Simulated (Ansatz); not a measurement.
Relaxed bulk WSe2:

```
CELL_PARAMETERS angstrom
3.32099 0.00000 0.00000
-1.66049 2.87606 0.00000
0.00000 0.00000 15.04380
ATOMIC_POSITIONS crystal
W 0.66667 0.33333 0.75000
W 0.33333 0.66667 0.25000
Se 0.33333 0.66667 0.86154
Se 0.66667 0.33333 0.36154
Se 0.33333 0.66667 0.63846
Se 0.66667 0.33333 0.13846
```

Miller indices refer to the conventional cell of P6_3/mmc (No. 194), a = 3.321 Å, b = 3.321 Å, c = 15.044 Å, α = 90.00°, β = 90.00°, γ = 120.00°. The bulk's gap is 1.45 eV.

The (001) slab of 12 planes, 25.9 Å thick with 15 Å of vacuum as cut; outer planes Se (top) and Se (bottom).

All numbers below come from DFT PBE, scalar-relativistic, plane waves, PAW (Ansatz). Settings: cutoff 420 eV, Γ-centred mesh 9×9×1 on the computed 12-atom cell, Gaussian smearing of 0.05 eV; no spin polarisation. The cell repeats along c with a dipole correction in the vacuum.

The surface energy is small: either the cut is weakly bound (this functional has no dispersion correction), or the bulk reference is not the lowest structure.

With the atoms at the bulk's places:

* Surface energy (mean of both faces): 0.01 J/m²
* Gap of the slab on the mesh: 1.53 eV

Q: What changes when all atoms relax within this surface cell and its symmetry?

A: The energy changes by under 0.001 J/m² a face. No atom moved: the forces on the slab as cut lay under the relaxation's threshold already, so smaller changes of the spacings aren't resolved.

For the relaxed slab, the surface energy (mean of both faces) is 0.01 J/m². The gap of the slab on the mesh is 1.53 eV.

| plane (bottom to top) | atoms | spacing to next, bulk (Å) | relaxed (Å) | change (%) |
| --- | --- | --- | --- | --- |
| 1 | Se | 1.678 | 1.678 | 0.0 |
| 2 | W | 1.678 | 1.678 | 0.0 |
| 3 | Se | 4.166 | 4.166 | 0.0 |
| 4 | Se | 1.678 | 1.678 | 0.0 |
| 5 | W | 1.678 | 1.678 | 0.0 |
| 6 | Se | 4.166 | 4.166 | 0.0 |
| 7 | Se | 1.678 | 1.678 | 0.0 |
| 8 | W | 1.678 | 1.678 | 0.0 |
| 9 | Se | 4.166 | 4.166 | 0.0 |
| 10 | Se | 1.678 | 1.678 | 0.0 |
| 11 | W | 1.678 | 1.678 | 0.0 |
| 12 | Se |  |  |  |

Spin-orbit coupling is left out, which matters for the bands of heavy elements. An odd mesh misses points on the zone edge, so a gap read on it can be too wide.

Cost: 4 runs of about 5 core-minutes in all, on Arm Neoverse V2 (shared hosts).